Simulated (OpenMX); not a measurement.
Input of an OpenMX 3.8.5 run:

Contents of ZrS2.dat:

```
System.CurrrentDirectory             ./
System.Name                          ZrS2
DATA.PATH                            ./DFT_DATA13
level.of.stdout                      1
level.of.fileout                     1
Species.Number                       2
<Definition.of.Atomic.Species
  Zr  Zr7.0-s3p2d1           Zr_PBE13
  S   S7.0-s2p2d1            S_PBE13
Definition.of.Atomic.Species>

Atoms.Number                         3
Atoms.SpeciesAndCoordinates.Unit     FRAC
<Atoms.SpeciesAndCoordinates
    1  Zr    0.0000000000    0.0000000000    0.0000000000   6.000  6.000
    2  S     0.3333333333    0.6666666667    0.2379099700   3.000  3.000
    3  S     0.6666666667    0.3333333333    0.7620900300   3.000  3.000
Atoms.SpeciesAndCoordinates>

Atoms.UnitVectors.Unit               Ang
<Atoms.UnitVectors
     3.6913825498    0.0000000000    0.0000000000
    -1.8456912749    3.1968310632    0.0000000000
     0.0000000000    0.0000000000    6.0410770100
Atoms.UnitVectors>

scf.XcType                           GGA-PBE
scf.SpinPolarization                 off
scf.ElectronicTemperature            580.226
scf.energycutoff                     400.0
scf.maxIter                          100
scf.EigenvalueSolver                 band
scf.Kgrid                            9 9 5
scf.Mixing.Type                      rmm-diisk
scf.Init.Mixing.Weight               0.05
scf.Min.Mixing.Weight                0.001
scf.Max.Mixing.Weight                0.3
scf.Mixing.History                   25
scf.Mixing.StartPulay                8
scf.criterion                        1.0e-8
scf.stress.tensor                    on
MD.Type                              nomd
Band.dispersion                      on
Band.Nkpath                          9
<Band.kpath
   11   0.000000  0.000000  0.000000    0.500000  0.000000  0.000000  G M
    7   0.500000  0.000000  0.000000    0.333333  0.333333  0.000000  M K
   13   0.333333  0.333333  0.000000    0.000000  0.000000  0.000000  K G
    6   0.000000  0.000000  0.000000    0.000000  0.000000  0.500000  G A
   11   0.000000  0.000000  0.500000    0.500000  0.000000  0.500000  A L
    7   0.500000  0.000000  0.500000    0.333333  0.333333  0.500000  L H
   13   0.333333  0.333333  0.500000    0.000000  0.000000  0.500000  H A
    6   0.500000  0.000000  0.500000    0.500000  0.000000  0.000000  L M
    6   0.333333  0.333333  0.000000    0.333333  0.333333  0.500000  K H
Band.kpath>
```

Potentials or basis: OpenMX 2013 PBE set, Zr7.0-s3p2d1, S7.0-s2p2d1, grid cutoff 400 Ry.

Run with:

```sh
$ openmx ZrS2.dat -nt 1 > ZrS2.std
```

**Question.** What does it give for the largest force?

**Answer.** 0.510 eV/Å.

**Question.** Estimate the Mulliken charges.

**Answer.** Zr +0.73; S -0.36 e.

Forces in eV/Å, atoms in the order of the input:
```
Zr   0.000  0.000  0.000
S    0.004  0.000  0.510
S   -0.004  0.000 -0.510
```

Caveat: the basis of atomic orbitals isn't converged, which shifts pressures, moduli and gaps.

**Measured values to compare with.**

From “Stress-Tuned Optical Transitions in Layered 1T-MX2 (M= Hf, Zr, Sn; X= S, Se) Crystals”, 2022, arxiv:2210.12074, for a bulk crystal of ZrS2: band gap 1.68 eV (indirect).

Against the measured gap of ZrS2, 1.68 eV (indirect; quoted in “Stress-Tuned Optical Transitions in Layered 1T-MX2 (M= Hf, Zr, Sn; X= S, Se) Crystals”, 2022, arxiv:2210.12074), the calculated 0.91 eV is off by -0.77 eV. Spin-orbit coupling on Zr is left out. The value is that of PBE in an atomic basis (OpenMX 2013 PBE set, Zr7.0-s3p2d1, S7.0-s2p2d1, grid cutoff 400 Ry), whose error adds to the functional's,, without temperature or zero-point motion. Semilocal functionals fall short of measured gaps as a rule. The cell is a database's relaxed one, not the measured one, which moves gaps too.
